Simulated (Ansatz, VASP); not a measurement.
## Ti in VASP and in Ansatz

```
Ti
1.0
     2.93573    0.00000    0.00000
    -1.46787    2.54242    0.00000
     0.00000    0.00000    4.64086
Ti
2
Direct
  0.33333 0.66667 0.25000
  0.66667 0.33333 0.75000
```

Alike in both runs: task relaxation of cell and atoms; functional LDA; k mesh 6 × 6 × 4; occupations gaussian, width 0.1 eV; no spin polarisation.

|  | VASP | Ansatz |
| --- | --- | --- |
| version | VASP 6.6.1 | Ansatz 0.2.0 |
| potentials or method | VASP PAW LDA potentials, release 64 (Ti_sv) | scalar-relativistic, plane waves, PAW |
| plane-wave cutoff (eV) | 600 | 420 |
| valence electrons in the cell | 24 | 24 |

VASP gave:

| Property | Result |
| --- | --- |
| gap on the k mesh at the Fermi level, each at its own relaxed structure (eV) | none |
| relaxed volume (Å³/atom) | 16.04 |
| relaxed cell length with the largest relative difference (Å) | 2.850 |
| energy change over the relaxation (meV/atom) | -35 |

Question: What did Ansatz give for the same quantities?

Answer: gap on the k mesh at the Fermi level, each at its own relaxed structure (eV): none; relaxed volume (Å³/atom): 16.09; relaxed cell length with the largest relative difference (Å): 2.854; energy change over the relaxation (meV/atom): -34.

A gap of «none» marks a metal or a gap that the smearing closes.

Caveats: the k mesh is coarse (spacing up to 0.41 Å⁻¹), so the values aren't converged.
